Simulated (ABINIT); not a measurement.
Here is an ABINIT 10.8.3 (patched build) calculation.

The input run.abi:

```
# Pseudopotentials
pp_dirpath "./"
pseudos "Hf.upf, N.upf"

# Structure
acell 3*1.0 Angstrom
rprim
     0.0000000000     2.2560000000     2.2560000000
     2.2560000000     0.0000000000     2.2560000000
     2.2560000000     2.2560000000     0.0000000000
ntypat 2
znucl 72 7
natom 2
typat 1 2
xcart
     0.0000000000     0.0000000000     0.0000000000
     2.2560000000     2.2560000000     2.2560000000 Angstrom

# Plane-wave basis
ecut 55.0

# k points
kptopt 1
ngkpt 10 10 10
nshiftk 1
shiftk 0.0 0.0 0.0

# Exchange and correlation
ixc -497498
usekden 1
nc_xccc_gspace 1
boxcutmin 3.0

# Bands and occupations
nband 20
occopt 3
tsmear 0.05 eV

# SCF cycle
nstep 100
tolvrs 1.0e-9

# Output
iomode 3
prtwf 0
prteig 0
prtebands 0
enunit 1
prtden 1
prtvha 1
prtvclmb 1
prtpot 1
```

Potentials or basis: Ansatz NC r2SCAN.

Launch:

```sh
$ mpirun --bind-to none -np 4 abinit run.abi > log 2>&1
```

Q: Predict the band gap on the k mesh.

A: None (metal or under the smearing width).

Q: What does it give for the pressure?

A: 2.6 GPa.

Spin-orbit coupling is left out, which matters for the levels of Hf.
